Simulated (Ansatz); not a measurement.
# Titanium, diamond under r²SCAN: ground state and equation of state, part 1 of 2

Aim: take titanium in the diamond structure, relax it, solve it on a dense k-mesh, switch on spin-orbit coupling, then scale the cell to 7 volumes from 88 to 112 % of the relaxed one and try a fit of the equation of state. The k-meshes are 10×10×10 for the relaxation; 16×16×16 for the dense run; 10×10×10 for spin-orbit coupling; 11×11×11 for the volumes.

This is Ti in the diamond structure; at room conditions it is hcp.

Computed with Ansatz 0.2.0 (DFT r2SCAN, plane waves (500 eV) with PAW, scalar-relativistic; PAW files made under PBE, frozen cores solved again for the functional, unless a step says otherwise).

## (1) The structure to begin with

Symmetry: Fd-3m, No. 227, cubic system. Conventional cell: a = 5.756 Å, b = 5.756 Å, c = 5.756 Å, α = 90.00°, β = 90.00°, γ = 90.00°. Around Ti (site symmetry -43m) lie 4 Ti at 2.49 Å.

Structure file:

```
CELL_PARAMETERS angstrom
0.00000 2.87802 2.87802
2.87802 0.00000 2.87802
2.87802 2.87802 0.00000
ATOMIC_POSITIONS crystal
Ti 0.12500 0.12500 0.12500
Ti 0.87500 0.87500 0.87500
```

## (2) Relaxation of the cell

Input file input.yaml:

```yaml
crystal:
  lattice:
    - [0.0, 2.8780170575, 2.8780170575]
    - [2.8780170575, 0.0, 2.8780170575]
    - [2.8780170575, 2.8780170575, 0.0]
  atoms:
    - { symbol: Ti, position: [0.125, 0.125, 0.125] }
    - { symbol: Ti, position: [0.875, 0.875, 0.875] }
hamiltonian:
  xc: r2scan
  pseudopotentials:
    kind: paw
    azcp:
      Ti: "pseudopotentials/Ti.paw.azcp"
basis:
  ecutwfc: 500
  fft_grid_basis: typed
kpoints:
  mp_grid: { grid: [10, 10, 10], shift: [0, 0, 0] }
magnetization:
  spin_polarized: false
scf:
  occupations: { method: fermi_dirac, width: 0.1 }
relax:
  max_steps: 60
  f_tol: 0.01
  cell: {}
```

The run is started by

```console
$ ansatz run input.yaml --threads 1 --pin off --max-ram 3584MiB --backend cpu --events-out ev --progress --plain --runs-dir out
```

The log of the run:

```text
Engine: ansatz 0.2.0, x86_64-unknown-linux-gnu
Pseudopotentials: kind: paw
Pseudopotential: Ti, paw, valence charge 12, recommended cutoff 500 eV (meta_gga), <dir>
Functional definition: r2SCAN
  parameter k0 = 0.174
  parameter k1 = 0.065
  parameter a1 = 4.9479
  exchange = r2scan_x(k0 = k0, k1 = k1, a1 = a1)
  correlation = r2scan_c
Crystal: 2 atoms, lattice volume = 47.677 Å³
Basis set: ecut = 500 eV, 1243 PW (Γ), exchange–correlation on 120×120×120 points (64 copies of the dense FFT grid, shifted against one another)
Bands: 16, of which v1, the nominal top of the filled ones, is band 12 counted from 1 (11 counted from 0)
Symmetry: 48 space group operations
Space group: Fd-3m (ITA 227), of the structure as read, at distance tolerance 3.6e-5 Å
k-points: 47 of 1000
Non-local potential: Ti, projectors of the file, l = 0: 3, l = 1: 2, l = 2: 3, l = 3: 1
PAW form: soft (Blöchl's): semilocal exchange-correlation on the pseudo side does not see the compensation charge
PAW frozen core: Ti, regenerated for the run's functional (the file was generated under x = pbe(κ = 0.804, μ = 0.2195149727645171), c = pbe(β = 0.06672455060314922))
PAW one-centre angular grid: Ti, 590 points (default); XC on 160 Gauss nodes
Initial density: superposition of atomic densities (neutral atoms: chi_scale 0, normalization atom), corrected by the library's trained network
Initial wavefunctions: pseudopotential atomic-orbital guess
Functional: x = r2scan, c = r2scan; τ floored in thin density (d = 2e-4 eV/Å³)
SCF iter   1: F=—  HF=-5003.548146 eV  |F-HF|=—  |Δ(HF+E_count)|=         —  Δρ=1.46e-2  dr2=1.01e-1  dr2_τ=1.83e-2  ethr=1.77e-3  ⟨swp⟩=4.0  Hψ=3272  notcnv=0
preconditioner: auto → Kerker (q_TF=auto, 2.433 Å⁻¹)  [metal: Δε(μ)=0.002 eV  Ē_g=2.063 eV  σ=0.100 eV  W_gap=0.01  n_scr=14 (ndim 8)  ℏωp=15.2 eV  f_vac=0.000  D(μ)=6.76/eV (n_scr^D=112)]
SCF iter   2: F=—  HF=-5003.623069 eV  |F-HF|=—  |Δ(HF+E_count)|=   7.49e-2  Δρ=4.86e-3  dr2=6.92e-3  dr2_τ=1.27e-3  ethr=4.21e-4  ⟨swp⟩=2.9  Hψ=1773  notcnv=0
SCF iter   3: F=—  HF=-5003.630552 eV  |F-HF|=—  |Δ(HF+E_count)|=   7.48e-3  Δρ=3.55e-3  dr2=4.34e-3  dr2_τ=2.10e-4  ethr=2.88e-5  ⟨swp⟩=2.1  Hψ=932  notcnv=0
SCF iter   4: F=—  HF=-5003.635806 eV  |F-HF|=—  |Δ(HF+E_count)|=   5.25e-3  Δρ=6.39e-4  dr2=1.30e-4  dr2_τ=4.62e-6  ethr=1.81e-5  ⟨swp⟩=2.0  Hψ=1327  notcnv=0
SCF iter   5: F=—  HF=-5003.635906 eV  |F-HF|=—  |Δ(HF+E_count)|=   9.95e-5  Δρ=2.03e-4  dr2=3.53e-5  dr2_τ=8.15e-7  ethr=5.43e-7  ⟨swp⟩=2.0  Hψ=975  notcnv=0
SCF iter   6: F=—  HF=-5003.635911 eV  |F-HF|=—  |Δ(HF+E_count)|=   5.34e-6  Δρ=7.14e-5  dr2=1.78e-6  dr2_τ=5.19e-8  ethr=1.47e-7  ⟨swp⟩=2.0  Hψ=982  notcnv=0
SCF iter   7: F=—  HF=-5003.635919 eV  |F-HF|=—  |Δ(HF+E_count)|=   7.52e-6  Δρ=2.60e-5  dr2=3.55e-7  dr2_τ=3.94e-9  ethr=7.43e-9  ⟨swp⟩=2.0  Hψ=1345  notcnv=0
SCF iter   8: F=-5003.635920 eV  HF=-5003.635920 eV  |F-HF|=4.62e-8  |Δ(HF+E_count)|=   1.22e-6  Δρ=8.68e-6  dr2=3.89e-8  dr2_τ=1.23e-9  ethr=4.17e-10  ⟨swp⟩=5.0  Hψ=2777  notcnv=0
SCF 1 converged in 8 iterations: F = -5003.635920 eV  dr2 = 3.89e-8
relax step   1: F+E_penalty+E_count = -5003.63591978 eV  Δ(F+E_penalty+E_count) = +0.000e0 eV  max|allowed force component| = 4.626e-17 eV/Å  Δτ_max = 0.0000 Å  P = -2.787 GPa  Ω = 47.677 Å³  (8 SCF iters, dr2 threshold 1.00e-7 eV, accepted)
Crystal: 2 atoms, lattice volume = 45.840 Å³
Basis set: ecut = 500 eV, 1211 PW (Γ), exchange–correlation on 120×120×120 points (64 copies of the dense FFT grid, shifted against one another)
Initial density: handed on by an earlier stage of this run
Initial wavefunctions: those handed on with the density
iter 1 solved again at ethr=4.55e-6 eV; its pass at ethr=3.10e-3 eV (dr2=1.09e-3 eV) is discarded
SCF iter   1: F=—  HF=-5003.609261 eV  |F-HF|=—  |Δ(HF+E_count)|=         —  Δρ=1.37e-3  dr2=1.15e-3  dr2_τ=2.24e-2  ethr=4.55e-6  ⟨swp⟩=1.6  Hψ=5070  notcnv=0
preconditioner: auto → Kerker (q_TF=auto, 2.449 Å⁻¹)  [metal: Δε(μ)=0.001 eV  Ē_g=2.080 eV  σ=0.100 eV  W_gap=0.00  n_scr=14 (ndim 8)  ℏωp=15.5 eV  f_vac=0.000  D(μ)=6.25/eV (n_scr^D=112)]
SCF iter   2: F=—  HF=-5003.663423 eV  |F-HF|=—  |Δ(HF+E_count)|=   5.42e-2  Δρ=1.17e-3  dr2=9.41e-4  dr2_τ=1.12e-5  ethr=4.55e-6  ⟨swp⟩=2.1  Hψ=1443  notcnv=0
SCF iter   3: F=—  HF=-5003.663355 eV  |F-HF|=—  |Δ(HF+E_count)|=   6.87e-5  Δρ=5.19e-4  dr2=6.86e-5  dr2_τ=1.30e-5  ethr=3.92e-6  ⟨swp⟩=2.4  Hψ=1204  notcnv=0
SCF iter   4: F=—  HF=-5003.663413 eV  |F-HF|=—  |Δ(HF+E_count)|=   5.85e-5  Δρ=3.85e-4  dr2=4.27e-5  dr2_τ=1.57e-6  ethr=2.86e-7  ⟨swp⟩=2.0  Hψ=967  notcnv=0
SCF iter   5: F=—  HF=-5003.663442 eV  |F-HF|=—  |Δ(HF+E_count)|=   2.91e-5  Δρ=1.81e-4  dr2=1.08e-5  dr2_τ=4.50e-7  ethr=1.78e-7  ⟨swp⟩=2.3  Hψ=1113  notcnv=0
SCF iter   6: F=—  HF=-5003.663453 eV  |F-HF|=—  |Δ(HF+E_count)|=   1.08e-5  Δρ=2.90e-5  dr2=3.35e-7  dr2_τ=1.39e-8  ethr=4.50e-8  ⟨swp⟩=2.3  Hψ=1375  notcnv=0
SCF iter   7: F=-5003.663454 eV  HF=-5003.663454 eV  |F-HF|=5.06e-8  |Δ(HF+E_count)|=   8.28e-7  Δρ=1.40e-5  dr2=6.85e-8  dr2_τ=2.11e-9  ethr=8.33e-10  ⟨swp⟩=4.6  Hψ=2478  notcnv=0
SCF 2 converged in 7 iterations: F = -5003.663454 eV  dr2 = 6.85e-8
relax step   2: F+E_penalty+E_count = -5003.66345387 eV  Δ(F+E_penalty+E_count) = -2.753e-2 eV  max|allowed force component| = 2.868e-16 eV/Å  Δτ_max = 0.0000 Å  P = -1.796 GPa  Ω = 45.840 Å³  energy of the carried Pulay correction = +1.014e-3 eV  (7 SCF iters, dr2 threshold 2.00e-7 eV, accepted)
Crystal: 2 atoms, lattice volume = 42.851 Å³
Basis set: ecut = 500 eV, 1067 PW (Γ), exchange–correlation on 120×120×120 points (64 copies of the dense FFT grid, shifted against one another)
iter 1 solved again at ethr=2.09e-5 eV; its pass at ethr=3.10e-3 eV (dr2=5.01e-3 eV) is discarded
SCF iter   1: F=—  HF=-5003.524277 eV  |F-HF|=—  |Δ(HF+E_count)|=         —  Δρ=2.68e-3  dr2=5.02e-3  dr2_τ=6.72e-2  ethr=2.09e-5  ⟨swp⟩=1.0  Hψ=5205  notcnv=0
preconditioner: auto → Kerker (q_TF=auto, 2.477 Å⁻¹)  [metal: Δε(μ)=0.001 eV  Ē_g=2.238 eV  σ=0.100 eV  W_gap=0.00  n_scr=14 (ndim 8)  ℏωp=16.0 eV  f_vac=0.000  D(μ)=5.89/eV (n_scr^D=88)]
SCF iter   2: F=—  HF=-5003.680595 eV  |F-HF|=—  |Δ(HF+E_count)|=   1.56e-1  Δρ=2.13e-3  dr2=3.10e-3  dr2_τ=4.31e-5  ethr=2.09e-5  ⟨swp⟩=2.0  Hψ=1504  notcnv=0
SCF iter   3: F=—  HF=-5003.680637 eV  |F-HF|=—  |Δ(HF+E_count)|=   4.19e-5  Δρ=2.26e-3  dr2=1.64e-3  dr2_τ=1.25e-4  ethr=1.29e-5  ⟨swp⟩=2.0  Hψ=1410  notcnv=0
SCF iter   4: F=—  HF=-5003.680331 eV  |F-HF|=—  |Δ(HF+E_count)|=   3.07e-4  Δρ=8.01e-4  dr2=1.69e-4  dr2_τ=4.97e-6  ethr=6.84e-6  ⟨swp⟩=2.8  Hψ=1287  notcnv=0
SCF iter   5: F=—  HF=-5003.680388 eV  |F-HF|=—  |Δ(HF+E_count)|=   5.74e-5  Δρ=2.93e-4  dr2=2.66e-5  dr2_τ=1.03e-6  ethr=7.06e-7  ⟨swp⟩=3.0  Hψ=1439  notcnv=0
SCF iter   6: F=—  HF=-5003.680418 eV  |F-HF|=—  |Δ(HF+E_count)|=   3.06e-5  Δρ=6.60e-5  dr2=1.56e-6  dr2_τ=4.32e-8  ethr=1.11e-7  ⟨swp⟩=3.0  Hψ=1597  notcnv=0
SCF iter   7: F=-5003.680424 eV  HF=-5003.680424 eV  |F-HF|=1.59e-7  |Δ(HF+E_count)|=   5.75e-6  Δρ=1.43e-5  dr2=7.51e-8  dr2_τ=1.96e-9  ethr=8.33e-10  ⟨swp⟩=3.0  Hψ=3423  notcnv=0
SCF 3 converged in 7 iterations: F = -5003.680424 eV  dr2 = 7.51e-8
relax step   3: F+E_penalty+E_count = -5003.68042440 eV  Δ(F+E_penalty+E_count) = -1.697e-2 eV  max|allowed force component| = 2.128e-16 eV/Å  Δτ_max = 0.0000 Å  P = +0.211 GPa  Ω = 42.851 Å³  energy of the carried Pulay correction = +2.752e-3 eV  (7 SCF iters, dr2 threshold 2.00e-7 eV, accepted)
Crystal: 2 atoms, lattice volume = 43.147 Å³
iter 1 solved again at ethr=2.78e-7 eV; its pass at ethr=3.10e-3 eV (dr2=6.68e-5 eV) is discarded
SCF iter   1: F=—  HF=-5003.678824 eV  |F-HF|=—  |Δ(HF+E_count)|=         —  Δρ=2.80e-4  dr2=4.87e-5  dr2_τ=7.32e-4  ethr=2.78e-7  ⟨swp⟩=2.0  Hψ=5084  notcnv=0
preconditioner: auto → Kerker (q_TF=auto, 2.474 Å⁻¹)  [metal: Δε(μ)=0.004 eV  Ē_g=2.206 eV  σ=0.100 eV  W_gap=0.01  n_scr=14 (ndim 8)  ℏωp=16.0 eV  f_vac=0.000  D(μ)=5.97/eV (n_scr^D=88)]
SCF iter   2: F=—  HF=-5003.680453 eV  |F-HF|=—  |Δ(HF+E_count)|=   1.63e-3  Δρ=2.93e-4  dr2=5.84e-5  dr2_τ=4.42e-7  ethr=2.03e-7  ⟨swp⟩=2.0  Hψ=1429  notcnv=0
SCF iter   3: F=—  HF=-5003.680444 eV  |F-HF|=—  |Δ(HF+E_count)|=   8.92e-6  Δρ=1.08e-4  dr2=7.78e-6  dr2_τ=3.42e-7  ethr=2.03e-7  ⟨swp⟩=2.2  Hψ=1047  notcnv=0
SCF iter   4: F=—  HF=-5003.680444 eV  |F-HF|=—  |Δ(HF+E_count)|=   1.02e-7  Δρ=7.93e-5  dr2=2.00e-6  dr2_τ=9.99e-8  ethr=3.24e-8  ⟨swp⟩=2.6  Hψ=1356  notcnv=0
SCF iter   5: F=—  HF=-5003.680444 eV  |F-HF|=—  |Δ(HF+E_count)|=   3.02e-7  Δρ=5.62e-5  dr2=1.07e-6  dr2_τ=4.24e-8  ethr=8.33e-9  ⟨swp⟩=2.0  Hψ=812  notcnv=0
SCF iter   6: F=—  HF=-5003.680444 eV  |F-HF|=—  |Δ(HF+E_count)|=   3.78e-8  Δρ=3.16e-5  dr2=3.49e-7  dr2_τ=1.28e-8  ethr=4.46e-9  ⟨swp⟩=2.0  Hψ=838  notcnv=0
SCF iter   7: F=-5003.680444 eV  HF=-5003.680444 eV  |F-HF|=1.05e-8  |Δ(HF+E_count)|=   1.45e-8  Δρ=7.24e-6  dr2=1.89e-8  dr2_τ=6.76e-10  ethr=4.65e-10  ⟨swp⟩=2.2  Hψ=2995  notcnv=0
SCF 4 converged in 7 iterations: F = -5003.680444 eV  dr2 = 1.89e-8
relax step   4: F+E_penalty+E_count = -5003.68044419 eV  Δ(F+E_penalty+E_count) = -1.979e-5 eV  max|allowed force component| = 5.274e-16 eV/Å  Δτ_max = 0.0000 Å  P = +0.002 GPa  Ω = 43.147 Å³  energy of the carried Pulay correction = +2.575e-3 eV  (7 SCF iters, dr2 threshold 1.12e-7 eV, accepted)
Initial wavefunctions: pseudopotential atomic-orbital guess (no wavefunctions were taken with the density)
iter 1 solved again at ethr=6.25e-8 eV; its pass at ethr=3.10e-3 eV (dr2=1.50e-5 eV) is discarded
SCF iter   1: F=—  HF=-5003.678237 eV  |F-HF|=—  |Δ(HF+E_count)|=         —  Δρ=2.15e-4  dr2=1.98e-6  dr2_τ=2.66e-5  ethr=6.25e-8  ⟨swp⟩=3.5  Hψ=5456  notcnv=0
preconditioner: auto → Kerker (q_TF=auto, 2.474 Å⁻¹)  [metal: Δε(μ)=0.001 eV  Ē_g=2.210 eV  σ=0.100 eV  W_gap=0.00  n_scr=14 (ndim 8)  ℏωp=16.0 eV  f_vac=0.000  D(μ)=5.96/eV (n_scr^D=88)]
SCF iter   2: F=—  HF=-5003.678247 eV  |F-HF|=—  |Δ(HF+E_count)|=   1.00e-5  Δρ=1.17e-4  dr2=7.80e-7  dr2_τ=1.14e-6  ethr=8.25e-9  ⟨swp⟩=2.0  Hψ=1259  notcnv=0
SCF iter   3: F=—  HF=-5003.678250 eV  |F-HF|=—  |Δ(HF+E_count)|=   2.98e-6  Δρ=1.55e-5  dr2=5.52e-8  dr2_τ=2.37e-8  ethr=3.25e-9  ⟨swp⟩=3.0  Hψ=1534  notcnv=0
SCF iter   4: F=—  HF=-5003.678250 eV  |F-HF|=—  |Δ(HF+E_count)|=   5.82e-8  Δρ=3.85e-6  dr2=4.92e-9  dr2_τ=1.23e-9  ethr=2.30e-10  ⟨swp⟩=2.0  Hψ=1251  notcnv=0
SCF iter   5: F=—  HF=-5003.678250 eV  |F-HF|=—  |Δ(HF+E_count)|=   1.00e-8  Δρ=8.01e-7  dr2=4.38e-10  dr2_τ=2.94e-11  ethr=2.05e-11  ⟨swp⟩=2.0  Hψ=1349  notcnv=0
SCF iter   6: F=—  HF=-5003.678250 eV  |F-HF|=—  |Δ(HF+E_count)|=  3.65e-10  Δρ=4.05e-7  dr2=4.15e-11  dr2_τ=3.37e-12  ethr=1.82e-12  ⟨swp⟩=2.4  Hψ=1209  notcnv=0
SCF iter   7: F=-5003.678250 eV  HF=-5003.678250 eV  |F-HF|=1.18e-11  |Δ(HF+E_count)|=  4.46e-11  Δρ=1.42e-7  dr2=7.36e-12  dr2_τ=7.05e-13  ethr=1.00e-12  ⟨swp⟩=5.0  Hψ=3042  notcnv=0
SCF 5 converged in 7 iterations: F = -5003.678250 eV  dr2 = 7.36e-12
relax step   5: F+E_penalty+E_count = -5003.67825002 eV  Δ(F+E_penalty+E_count) = +2.194e-3 eV  max|allowed force component| = 5.274e-16 eV/Å  Δτ_max = 0.0000 Å  P = -0.030 GPa  Ω = 43.147 Å³  stress off target by 3.02e-2 GPa  SCF on the basis re-selected at this cell (its energy is not comparable with the rows above)  (7 SCF iters)
basis re-selected at this cell: Δ(F+E_penalty+E_count) = +2.194e-3 eV, ΔP = -0.032 GPa vs the last step (what re-selecting the basis moved, of the pressure what is left beyond the Pulay correction that the steps carried, after the strain that the cell walked since its last selection, with what the two solves' SCF thresholds leave and, on support functions, any second-order correction that the steps lacked; it is no measure of the basis error at this ecutwfc). This SCF's stress stands 3.02e-2 GPa from its target on what of the cell is left free (relax.cell.stress_tol is 5.00e-2 GPa) and its largest allowed force component is 5.27e-16 eV/Å (relax.f_tol is 1.00e-2 eV/Å): within both
SCF converged after 7 iterations
Free energy (F): -5003.678250 eV
Harris-Foulkes:  -5003.678250 eV  (|F-HF|=1.18e-11)
Internal energy: -5003.488604 eV  (E = F + TS)
E sigma→0 (E₀):  -5003.583427 eV
Entropy (-TS):   -0.189647 eV (-94.823 meV/atom)
Fermi energy:    10.042837 eV
--- Per-component energies (eV) ---
  E_band       = -415.068367
  E_kinetic    = 551.171514
  E_local      = -2163.949376  (includes V_loc(G=0)·N_el)
  E_nonlocal   = 25.120147
  E_hartree    = 893.439918
  E_xc         = -183.278228
  E_vxc        = -263.162665  (∫ρ·V_xc dr)
  E_paw        = -2119.287843  (= ΣΔE_a)
  E_vpaw       = -370.109437  (= ΣTr[D̂ρ^β])
  E_aug_tail   = 0.000189  (compensation charges beyond the density's cutoff)
  E_vtau       = 18.981449  (kinetic-family band-sum trace: ∫τ·v_τ [+ j·A + Jᵃ·Aᵃ] dr)
  E_ewald      = -2006.198010
  E_core_change = -0.506914  (= ΣΔE_core)
  E_smearing   = -0.189647  (= −TS)
  E_closure    = -0.000000  (closes the sum)
  Σ components = -5003.678250   (vs F -5003.678250, Δ=0.00e0)
--- Forces (eV/Å), atoms counted from 1 ---
  atom   1  Ti     0.00000000    -0.00000000    -0.00000000
  atom   2  Ti    -0.00000000     0.00000000     0.00000000
  max |Σ_I F_I| component: 7.40e-17 eV/Å
--- Stress (GPa, compression-positive) ---
       -0.030154      -0.000000       0.000000
       -0.000000      -0.030154      -0.000000
        0.000000      -0.000000      -0.030154
  P = ⅓ Tr σ = -0.0302 GPa (-0.302 kbar)
--- Relaxed structure (4 steps of the walk, 4 accepted, 1 SCFs on fresh bases) ---
  F+E_penalty+E_count = -5003.67825002 eV   max|allowed force component| = 5.274e-16 eV/Å   (the final SCF, on the basis selected at the relaxed cell)
  cell:  # Å, volume = 43.1473 Å³
    - [1.2738430082238969e-34, 2.7838202825241942, 2.7838202825241942]
    - [2.7838202825241942, 1.8598107920068903e-33, 2.7838202825241942]
    - [2.7838202825241942, 2.7838202825241942, -1.2228892878949417e-33]
  atoms:
    - { symbol: Ti, position: [0.12499999999999999, 0.12499999999999999, 0.12499999999999999] }
    - { symbol: Ti, position: [0.875, 0.875, 0.875] }
```

Wall time 32 s (1 thread of Intel Xeon Platinum 8259CL at 2.50GHz (Skylake/Cascade Lake), shared host); peak memory 0.65 GiB.

The walk, from the log:

```tsv
step	energy change (meV/atom)	largest force (eV/Å)	pressure (GPa)	volume (Å³/atom)
1	0.00	0.0000	-2.79	23.839
2	-13.77	0.0000	-1.80	22.920
3	-22.25	0.0000	0.21	21.426
4	-22.26	0.0000	0.00	21.574
5	-21.17	0.0000	-0.03	21.574
```

Steps that repeat a cell are solved on a basis chosen anew, so their changes of energy are no gain of the relaxation.

Changes in the cell that was computed:

|  | before | after | change |
| --- | --- | --- | --- |
| a (Å) | 4.070 | 3.937 | -3.3 % |
| b (Å) | 4.070 | 3.937 | -3.3 % |
| c (Å) | 4.070 | 3.937 | -3.3 % |
| volume (Å³/atom) | 23.839 | 21.574 | -9.5 % |
| shortest distance (Å) | 2.492 | 2.411 | -3.3 % |
| space group (spins left aside) | Fd-3m | Fd-3m | same |

## (3) Single point on a dense mesh

Input file input.yaml:

```yaml
crystal:
  lattice:
    - [0.0, 2.7838202825, 2.7838202825]
    - [2.7838202825, 0.0, 2.7838202825]
    - [2.7838202825, 2.7838202825, 0.0]
  atoms:
    - { symbol: Ti, position: [0.125, 0.125, 0.125] }
    - { symbol: Ti, position: [0.875, 0.875, 0.875] }
hamiltonian:
  xc: r2scan
  pseudopotentials:
    kind: paw
    azcp:
      Ti: "pseudopotentials/Ti.paw.azcp"
basis:
  ecutwfc: 500
  fft_grid_basis: typed
kpoints:
  mp_grid: { grid: [16, 16, 16], shift: [0, 0, 0] }
magnetization:
  spin_polarized: false
scf:
  occupations: { method: fermi_dirac, width: 0.1 }
```

The run is started by

```console
$ ansatz run input.yaml --threads 1 --pin off --max-ram 3584MiB --backend cpu --events-out ev --progress --plain --runs-dir out
```

The log of the run, cut to the lines that bear on the results:

```text
[...]
[... 3 set-up lines as earlier in the session ...]
[...]
Crystal: 2 atoms, lattice volume = 43.147 Å³
Basis set: ecut = 500 eV, 1067 PW (Γ), exchange–correlation on 120×120×120 points (64 copies of the dense FFT grid, shifted against one another)
Bands: 16, of which v1, the nominal top of the filled ones, is band 12 counted from 1 (11 counted from 0)
[... 1 set-up line as earlier in the session ...]
Space group: Fd-3m (ITA 227), of the structure as read, at distance tolerance 3.5e-5 Å
k-points: 145 of 4096
[...]
SCF iter   1: F=—  HF=-5003.559186 eV  |F-HF|=—  |Δ(HF+E_count)|=         —  Δρ=1.70e-2  dr2=1.11e-1  dr2_τ=2.56e-2  ethr=1.77e-3  ⟨swp⟩=4.0  Hψ=9622  notcnv=0
[...]
SCF iter   8: F=-5003.678853 eV  HF=-5003.678853 eV  |F-HF|=2.05e-8  |Δ(HF+E_count)|=   8.78e-7  Δρ=6.03e-6  dr2=1.46e-8  dr2_τ=6.82e-10  ethr=4.17e-10  ⟨swp⟩=3.0  Hψ=5159  notcnv=0
[...]
SCF converged after 8 iterations
Free energy (F): -5003.678853 eV
[...]
E sigma→0 (E₀):  -5003.584704 eV
Entropy (-TS):   -0.188297 eV (-94.149 meV/atom)
Fermi energy:    10.042815 eV
[...]
```

Wall time 13 s (1 thread of Intel Xeon Platinum 8259CL at 2.50GHz (Skylake/Cascade Lake), shared host); peak memory 0.64 GiB.

## (4) Spin-orbit coupling switched on

Changes to input.yaml since step 3:

```diff
@@ -11,3 +11,3 @@
   pseudopotentials:
-    kind: paw
+    kind: paw_fr
     azcp:
@@ -18,5 +18,6 @@
 kpoints:
-  mp_grid: { grid: [16, 16, 16], shift: [0, 0, 0] }
+  mp_grid: { grid: [10, 10, 10], shift: [0, 0, 0] }
 magnetization:
-  spin_polarized: false
+  noncollinear: true
+  spin_orbit: true
 scf:
```

The run is started by

```console
$ ansatz run input.yaml --threads 1 --pin off --max-ram 3584MiB --backend cpu --events-out ev --progress --plain --runs-dir out
```

The log of the run, cut to the lines that bear on the results:

```text
[...]
Pseudopotentials: kind: paw_fr
Pseudopotential: Ti, paw_fr, valence charge 12, recommended cutoff 500 eV (meta_gga), <dir>
[... 1 set-up line as earlier in the session ...]
[...]
non-collinear run that drives no moment, with spin-orbit: no starting moment large enough to seed its density (crystal.atoms[].spin), no starting occupations that ask for one, no magnetisation constraint and no magnetic field, so the semilocal B_xc is pinned to zero
Crystal: 2 atoms, lattice volume = 43.147 Å³
Basis set: ecut = 500 eV, 1067 PW (Γ), exchange–correlation on 120×120×120 points (64 copies of the dense FFT grid, shifted against one another)
Bands: 32, of which v1, the nominal top of the filled ones, is band 24 counted from 1 (23 counted from 0)
Symmetry: 48 space group operations + 48 with time reversal
Magnetic group: BNS 227.129 (UNI 1631), of the structure as read, at distance tolerance 3.5e-5 Å
[...]
spin=Noncollinear: Kerker preconditioning applied to the charge; magnetization (m_x, m_y, m_z) channels mix plain (no charge-response kernel on spin).
[...]
SCF iter   9: F=-5002.129830 eV  HF=-5002.129830 eV  |F-HF|=9.94e-9  |Δ(HF+E_count)|=   2.73e-7  Δρ=6.16e-6  dr2=1.02e-8  dr2_τ=8.09e-11  dr2_m=0.00e0 (ungated)  ethr=4.17e-10  |M|=0.00e0 ∫|m|=0.00e0 μB  |m|>n=0.0e0 m-floor=0.0e0 τ_xc=0.0e0  ⟨swp⟩=3.0  Hψ=1635  notcnv=0
[...]
SCF converged after 9 iterations
Magnetization: |M| = 0.0000 μB,  M = (+0.0000, +0.0000, +0.0000) μB
Absolute magnetization: 0.0000 μB (∫|m|)
  site 0: m = (+0.0000, +0.0000, +0.0000) μB, |m| = 0.0000 μB  (R = 0.99 Å)
  site 1: m = (+0.0000, +0.0000, +0.0000) μB, |m| = 0.0000 μB  (R = 0.99 Å)
Free energy (F): -5002.129830 eV
[...]
E sigma→0 (E₀):  -5002.034999 eV
Entropy (-TS):   -0.189663 eV (-94.831 meV/atom)
Fermi energy:    10.042936 eV
[...]
```

Run time: 28 s. Hardware: 1 thread of Intel Xeon Platinum 8259CL at 2.50GHz (Skylake/Cascade Lake), shared host; peak memory 0.69 GiB.

With and without spin-orbit coupling:

```tsv
	scalar-relativistic	with spin-orbit coupling
k-mesh	16×16×16	10×10×10
gap on the mesh	none (levels filled in part)	none (levels filled in part)
```

The meshes differ, so small differences between the columns need not come from spin-orbit coupling.

(Continued in part 2 of 2.)
